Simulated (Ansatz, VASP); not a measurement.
Te2Mo: VASP beside Ansatz

```
Te Mo
1.0
     3.51820    0.00000    0.00000
    -1.75910    3.04685    0.00000
     0.00000    0.00000   13.97360
Te Mo
4 2
Direct
  0.66667 0.33333 0.37900
  0.33333 0.66667 0.87900
  0.66667 0.33333 0.12100
  0.33333 0.66667 0.62100
  0.66667 0.33333 0.75000
  0.33333 0.66667 0.25000
```

Alike in both runs: task single point; functional PBE; k mesh 9 × 9 × 2; occupations gaussian, width 0.012 eV; no spin polarisation.

```csv
,VASP,Ansatz
version,VASP 6.6.1,Ansatz 0.2.0
potentials or method,"VASP PAW PBE potentials, release 64 (Te, Mo_sv)",Ansatz PAW
plane-wave cutoff (eV),520,420
valence electrons in the cell,52,92
```

VASP gave:

```
gap on the k mesh at the Fermi level (eV)       : 0.78
least direct gap on the mesh (eV)               : 1.04
pressure (GPa)                                  : 2.9
largest component of the traceless stress (GPa) : 0.52
rms of the force components (eV/Å)              : 0.089
```

Question: What did Ansatz give for the same quantities?

Answer: gap on the k mesh at the Fermi level (eV): 0.78; least direct gap on the mesh (eV): 1.04; pressure (GPa): 2.9; largest component of the traceless stress (GPa): 0.46; rms of the force components (eV/Å): 0.082.

Atom by atom the forces differ by 0.007 eV/Å (rms over components). The two sets of potentials don't hold the same shells in valence.

Caveats: spin-orbit coupling is left out, which moves the levels of the heavy elements; this functional lacks dispersion, which binds the layers, so the pressure and a relaxed spacing across them are unreliable; an odd mesh through Γ misses points on the zone boundary, where band edges often lie (VASP); odd divisions of the mesh miss points on the zone boundary, where band edges often lie, so the gap on the mesh can be too wide (Ansatz). As with any semilocal functional, this PBE gap is likely too small.
